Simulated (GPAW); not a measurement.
Write an ASE script for GPAW 26.7.0 that does the following.

* Task: single point
* Functional: PBEsol
* Potentials or basis: PAW data sets generated in the run's folder for this functional
* Cutoff: 800 eV
* Basis: pw
* k mesh: 7 × 7 × 7
* Occupations: fermi-dirac, width 0.05 eV
* Spin: no spin polarisation
* Ranks: 4
* Maxiter: 150

The system is KTaO3.

```xyz
5
Lattice="3.9883 0.0000 0.0000 0.0000 3.9883 0.0000 0.0000 0.0000 3.9883" Properties=species:S:1:pos:R:3 pbc="T T T"
Ta   -0.0351    0.0254   -0.0525
K     2.0287    1.9853    2.0841
O    -0.0139    0.0041    1.9539
O     0.0019    2.0111    0.0071
O     1.9758    0.0292   -0.0165
```

The cell isn't the ideal one: atoms moved at random, drawn with an rms of 0.05 Å.

One way to write it, as run:

run.py

```python
from ase import Atoms
from ase.dft.bandgap import bandgap
from ase.io import write
from ase.units import GPa
from ase.parallel import parprint
from gpaw import GPAW, PW, setup_paths

setup_paths.insert(0, '.')

atoms = Atoms(['Ta', 'K', 'O', 'O', 'O'],
              cell=[[3.9883, 0.0, 0.0],
                    [0.0, 3.9883, 0.0],
                    [0.0, 0.0, 3.9883]],
              scaled_positions=[[-0.008794, 0.006374, -0.013173],
                                [0.508673, 0.497775, 0.522552],
                                [-0.003495, 0.001027, 0.489911],
                                [0.000473, 0.504243, 0.001769],
                                [0.495408, 0.00732, -0.004128]],
              pbc=True)

calc = GPAW(mode=PW(800),
            xc='PBEsol',
            kpts={'size': (7, 7, 7), 'gamma': True},
            occupations={'name': 'fermi-dirac', 'width': 0.05},
            nbands=36,
            convergence={'density': 1e-05, 'energy': 1e-05},
            maxiter=150,
            txt='gpaw.txt')
atoms.calc = calc
energy = atoms.get_potential_energy()
forces = atoms.get_forces()
stress = atoms.get_stress()
calc.write('gs.gpw')
write('result.traj', atoms)
parprint(f'Energy: {energy:.6f} eV')
parprint('Forces (eV/A):')
parprint(forces.round(4))
parprint('Stress (GPa):', (stress / GPa).round(3))
parprint('Fermi level:', round(calc.get_fermi_level(), 4), 'eV')
parprint(f'Gap: {bandgap(calc)[0]:.4f} eV, direct: {bandgap(calc, direct=True)[0]:.4f} eV')
```

Potentials or basis: PAW data sets generated in the run's folder for this functional, pw.

Command:

```sh
$ gpaw-setup -f PBEsol K O Ta
$ OMP_NUM_THREADS=1 mpirun -n 4 gpaw python run.py
```

It gave:

The pressure is 0.1 GPa and the largest force is 0.563 eV/Å. The band gap on the k mesh is 2.15 eV, indirect (least direct gap 2.73 eV).

Caveat: spin-orbit coupling is left out, which moves the levels of the heavy elements; an odd mesh through Γ misses points on the zone boundary, where band edges often lie.

It took 110 s on 4 MPI ranks on Arm Neoverse V1, with other jobs on the host, peak memory 0.31 GiB a rank.
